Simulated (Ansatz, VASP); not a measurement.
**Two plane-wave programs on Pt**

```
CELL_PARAMETERS angstrom
0.00000 1.89916 1.89916
1.95790 -0.05874 1.95790
1.95790 1.95790 -0.05874
ATOMIC_POSITIONS crystal
Pt 0.00000 0.00000 0.00000
```

Change from the starting cell: strain -0.0600 x Voigt [0, 0, 0, 1, 0, 0], atoms carried along.

Alike in both runs: task single point; functional PBE; k mesh 10 × 10 × 10; occupations gaussian, width 0.15 eV; no spin polarisation.

|  | VASP | Ansatz |
| --- | --- | --- |
| version | VASP 6.6.1 | Ansatz 0.2.0 |
| potentials or method | VASP PAW PBE potentials, release 64 (Pt) | scalar-relativistic, plane waves, PAW |
| plane-wave cutoff (eV) | 520 | 420 |
| valence electrons in the cell | 10 | 18 |

Ansatz gave:

* gap on the k mesh at the Fermi level (eV): none
* pressure (GPa): 12.9
* largest component of the traceless stress (GPa): 5.48

**Question.** Which values does VASP return?

**Answer.** gap on the k mesh at the Fermi level (eV): none; pressure (GPa): 12.3; largest component of the traceless stress (GPa): 5.51.

A gap of «none» marks a metal or a gap that the smearing closes. With one functional, cell and mesh, what is left measures potentials, basis and numerics. The two sets of potentials don't hold the same shells in valence.

The runs have no spin-orbit coupling, so splittings on Pt are missing.
